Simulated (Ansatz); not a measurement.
Ansatz input

```yaml
crystal:
  lattice:
    - [0.0, 4.6077104441, 4.6077104441]
    - [4.6077104441, 0.0, 4.6077104441]
    - [4.6077104441, 4.6077104441, 0.0]
  atoms:
    - { symbol: Yb, position: [0.125, 0.125, 0.125] }
    - { symbol: Yb, position: [0.875, 0.875, 0.875] }
hamiltonian:
  xc: revpbe
  pseudopotentials:
    kind: paw
    azcp:
      Yb: "pseudopotentials/Yb.paw.azcp"
basis:
  ecutwfc: 420
  fft_grid_basis: typed
kpoints:
  mp_grid: { grid: [7, 7, 7], shift: [0, 0, 0] }
magnetization:
  spin_polarized: false
scf:
  occupations: { method: fermi_dirac, width: 0.1 }
  lower_state_search: "off"
output:
  stress: true
  write_density: true
  write_potential: true
  elf: true
  volumetric_format: npy
```

Output

```
band count auto-derived: 30 (N_el = 48.0; filled up to band 24; 29 by the electrons, moments and atoms)
Engine: ansatz 0.2.0, x86_64-unknown-linux-gnu
Pseudopotentials: kind: paw
Pseudopotential: Yb, paw, valence charge 24, recommended cutoff 420 eV (normal) 
Functional definition: revPBE
  parameter kappa = 1.245
  parameter beta = 0.06672455060314922
  exchange = pbe_x(kappa = kappa, mu = beta*pi^2/3)
  correlation = pbe_c(beta = beta)
Crystal: 2 atoms, lattice volume = 195.653 Å³
Basis set: ecut = 420 eV, 3839 PW (Γ)
Bands: 30, of which v1, the nominal top of the filled ones, is band 24 counted from 1 (23 counted from 0)
Symmetry: 48 space group operations
Space group: Fd-3m (ITA 227), of the structure as read, at distance tolerance 5.8e-5 Å
k-points: 20 of 343
Non-local potential: Yb, projectors of the file, l = 0: 3, l = 1: 2, l = 2: 2, l = 3: 3
PAW form: soft (Blöchl's): semilocal exchange-correlation on the pseudo side does not see the compensation charge
PAW frozen core: Yb, regenerated for the run's functional, and the local potential with it (the file was generated under x = pbe(κ = 0.804, μ = 0.2195149727645171), c = pbe(β = 0.06672455060314922))
PAW one-centre angular grid: Yb, 590 points (default); XC on 64 Gauss nodes
Initial density: superposition of atomic densities (neutral atoms: chi_scale 0, normalization atom), corrected by the library's trained network
Initial wavefunctions: pseudopotential atomic-orbital guess
Functional: x = revpbe(κ = 1.245, μ = 0.2195149727645171), c = pbe(β = 0.06672455060314922)
SCF iter   1: F=—  HF=-27605.333738 eV  |F-HF|=—  |Δ(HF+E_count)|=         —  Δρ=7.29e-3  dr2=1.01e-1  ethr=1.77e-3  ⟨swp⟩=5.3  Hψ=2379  notcnv=0
SCF iter   2: F=—  HF=-27606.176027 eV  |F-HF|=—  |Δ(HF+E_count)|=   8.42e-1  Δρ=1.14e-1  dr2=2.40e1  ethr=2.10e-4  ⟨swp⟩=3.2  Hψ=1760  notcnv=0  recentre
SCF iter   3: F=—  HF=-27605.308395 eV  |F-HF|=—  |Δ(HF+E_count)|=   8.68e-1  Δρ=6.41e-3  dr2=7.78e-2  ethr=2.10e-4  ⟨swp⟩=3.0  Hψ=1742  notcnv=0
SCF iter   4: F=—  HF=-27605.300603 eV  |F-HF|=—  |Δ(HF+E_count)|=   7.79e-3  Δρ=5.38e-3  dr2=5.67e-2  ethr=1.62e-4  ⟨swp⟩=1.0  Hψ=760  notcnv=0
SCF iter   5: F=—  HF=-27605.291366 eV  |F-HF|=—  |Δ(HF+E_count)|=   9.24e-3  Δρ=3.64e-3  dr2=2.74e-2  ethr=1.18e-4  ⟨swp⟩=1.0  Hψ=600  notcnv=0
SCF iter   6: F=—  HF=-27605.280781 eV  |F-HF|=—  |Δ(HF+E_count)|=   1.06e-2  Δρ=1.32e-3  dr2=4.60e-3  ethr=5.71e-5  ⟨swp⟩=1.7  Hψ=677  notcnv=0
SCF iter   7: F=—  HF=-27605.280022 eV  |F-HF|=—  |Δ(HF+E_count)|=   7.60e-4  Δρ=3.51e-4  dr2=3.62e-4  ethr=9.59e-6  ⟨swp⟩=2.0  Hψ=872  notcnv=0
SCF iter   8: F=—  HF=-27605.280424 eV  |F-HF|=—  |Δ(HF+E_count)|=   4.02e-4  Δρ=2.73e-4  dr2=1.30e-4  ethr=7.54e-7  ⟨swp⟩=2.4  Hψ=1012  notcnv=0
SCF iter   9: F=—  HF=-27605.280439 eV  |F-HF|=—  |Δ(HF+E_count)|=   1.51e-5  Δρ=4.91e-4  dr2=4.11e-4  ethr=2.71e-7  ⟨swp⟩=2.0  Hψ=1133  notcnv=0  recentre
SCF iter  10: F=—  HF=-27605.280397 eV  |F-HF|=—  |Δ(HF+E_count)|=   4.18e-5  Δρ=6.85e-5  dr2=6.88e-6  ethr=2.71e-7  ⟨swp⟩=2.1  Hψ=1031  notcnv=0
SCF iter  11: F=—  HF=-27605.280465 eV  |F-HF|=—  |Δ(HF+E_count)|=   6.80e-5  Δρ=4.14e-5  dr2=3.36e-6  ethr=1.43e-8  ⟨swp⟩=2.1  Hψ=1007  notcnv=0
SCF iter  12: F=-27605.280466 eV  HF=-27605.280466 eV  |F-HF|=9.02e-9  |Δ(HF+E_count)|=   9.98e-8  Δρ=3.06e-6  dr2=1.46e-8  ethr=2.08e-10  ⟨swp⟩=8.1  Hψ=4904  notcnv=0
SCF 1 converged in 12 iterations: F = -27605.280466 eV  dr2 = 1.46e-8
SCF converged after 12 iterations
Free energy (F): -27605.280466 eV
Harris-Foulkes:  -27605.280466 eV  (|F-HF|=9.02e-9)
Internal energy: -27605.151429 eV  (E = F + TS)
E sigma→0 (E₀):  -27605.215947 eV
Entropy (-TS):   -0.129037 eV (-64.518 meV/atom)
Fermi energy:    2.678595 eV
--- Per-component energies (eV) ---
  E_band       = -400.878118
  E_kinetic    = 689.144519
  E_local      = -17001.641727  (includes V_loc(G=0)·N_el)
  E_nonlocal   = 1132.727890
  E_hartree    = 7483.836038
  E_xc         = -316.636993
  E_vxc        = -392.388149  (∫ρ·V_xc dr)
  E_paw        = -14744.070597  (= ΣΔE_a)
  E_vpaw       = 203.624900  (= ΣTr[D̂ρ^β])
  E_aug_tail   = 0.000006  (compensation charges beyond the density's cutoff)
  E_ewald      = -4848.303537
  E_core_change = -0.207027  (= ΣΔE_core)
  E_smearing   = -0.129037  (= −TS)
  E_closure    = -0.000000  (closes the sum)
  Σ components = -27605.280466   (vs F -27605.280466, Δ=0.00e0)
--- Stress (GPa, compression-positive) ---
       -0.250948      -0.000000       0.000000
        0.000000      -0.250948       0.000000
       -0.000000       0.000000      -0.250948
  P = ⅓ Tr σ = -0.2509 GPa (-2.509 kbar)
--- Band table (eV; the first three rows and the last of 20) ---
  k-point 0: bands = ["-49.6233", "-49.6196", "-22.1202", "-22.1202", "-22.1202", "-22.0758", "-22.0758", "-22.0758", "-0.6037", "2.0579", "2.0660", "2.0660", "2.0660", "2.0714", "2.0714", "2.0714", "2.0916", "2.0916", "2.0916", "2.1008", "2.1033", "2.1033", "2.1033", "3.5379", "3.5379", "3.5379", "3.8966", "3.8966", "4.3016", "4.3016"]
  k-point 1: bands = ["-49.6231", "-49.6197", "-22.1210", "-22.1210", "-22.1196", "-22.0765", "-22.0751", "-22.0751", "-0.4936", "2.0585", "2.0648", "2.0648", "2.0662", "2.0707", "2.0740", "2.0740", "2.0896", "2.0896", "2.0912", "2.1005", "2.1022", "2.1022", "2.1032", "3.1873", "3.5453", "3.5453", "3.8959", "3.8959", "4.0507", "4.3362"]
  k-point 2: bands = ["-49.6228", "-49.6201", "-22.1225", "-22.1225", "-22.1181", "-22.0782", "-22.0735", "-22.0735", "-0.1845", "2.0596", "2.0646", "2.0646", "2.0666", "2.0680", "2.0763", "2.0763", "2.0864", "2.0864", "2.0894", "2.0993", "2.0993", "2.0997", "2.1029", "2.4400", "3.5767", "3.5767", "3.6938", "3.8490", "3.8490", "4.4774"]
  k-point 19: bands = ["-49.6217", "-49.6212", "-22.1280", "-22.1268", "-22.1025", "-22.0939", "-22.0693", "-22.0682", "0.8801", "1.3414", "2.0656", "2.0668", "2.0671", "2.0691", "2.0744", "2.0783", "2.0796", "2.0838", "2.0865", "2.0883", "2.0928", "2.0945", "2.0992", "2.1012", "2.6666", "2.9850", "3.7783", "3.8584", "4.1084", "4.5413"]
```
